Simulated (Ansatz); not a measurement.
**Structure relaxation of Bi2Te**

Method: DFT PBE, scalar-relativistic, plane waves, PAW in Ansatz 0.2.0. Cutoff 420 eV, Γ-centred k mesh, Gaussian smearing, no spin polarisation in the final step.

The start is a database structure of Bi2Te, space group I-42d (No. 122).

```
CELL_PARAMETERS angstrom
-4.00791 4.00791 3.17432
4.00791 -4.00791 3.17432
4.00791 4.00791 -3.17432
ATOMIC_POSITIONS crystal
Bi 0.37500 0.70247 0.82747
Bi 0.87500 0.54753 0.17253
Bi 0.29753 0.12500 0.67253
Bi 0.45247 0.62500 0.32747
Te 0.00000 0.00000 0.00000
Te 0.75000 0.25000 0.50000
```

Steps on the 8×8×8 mesh (6 atoms). 7 of 8 steps are shown, and the free energy counts from the last. Trial steps that were taken back and renewals of the plane-wave basis can be among the rows.

| step | ΔF (meV/atom) | V (Å³/atom) | P (GPa) | largest force component (eV/Å) |
| --- | --- | --- | --- | --- |
| 1 | 36.8 | 33.99 | -0.19 | 0.159 |
| 2 | 25.9 | 34.25 | 0.21 | 0.118 |
| 3 | 10.5 | 35.59 | -0.29 | 0.088 |
| 4 | 2.3 | 36.33 | -0.36 | 0.040 |
| 5 | 0.8 | 36.37 | -0.23 | 0.009 |
| 6 | 0.3 | 36.03 | 0.04 | 0.000 |
| 8 | 0.0 | 36.09 | 0.00 | 0.000 |

A final relaxation ran on a 8×8×8 mesh. The relaxed crystal, I4_1/amd (No. 141):

```
Bi Te
1.0
    -4.17328    4.17328    3.10791
     4.17328   -4.17328    3.10791
     4.17328    4.17328   -3.10791
Bi Te
4 2
Cartesian
  4.1733 2.0866 0.7770
  0.0000 2.0866 3.8849
  2.0866 4.1733 -0.7770
  2.0866 0.0000 2.3309
  0.0000 0.0000 0.0000
  0.0000 4.1733 1.5540
```

```
Volume per atom          : 36.09 Å³
Density                  : 8.37 g/cm³
Energy over the elements : -0.05 eV/atom
Gap on the 8×8×8 mesh    : 0 eV (a metal)
```

The zero of energy is the elements' standard structures at the same level; no fitted shifts are applied.

The final run used a 8×8×8 mesh on its 6-atom cell and 0.10 eV smearing. For metals, differences of a few meV/atom aren't resolved. Spin–orbit coupling is left out.

A structure relaxed within its symmetry needn't be a true minimum.

Cost: 3 runs of about 13 core-minutes in all, on Intel Xeon Platinum 8259CL (Skylake/Cascade Lake) (shared hosts).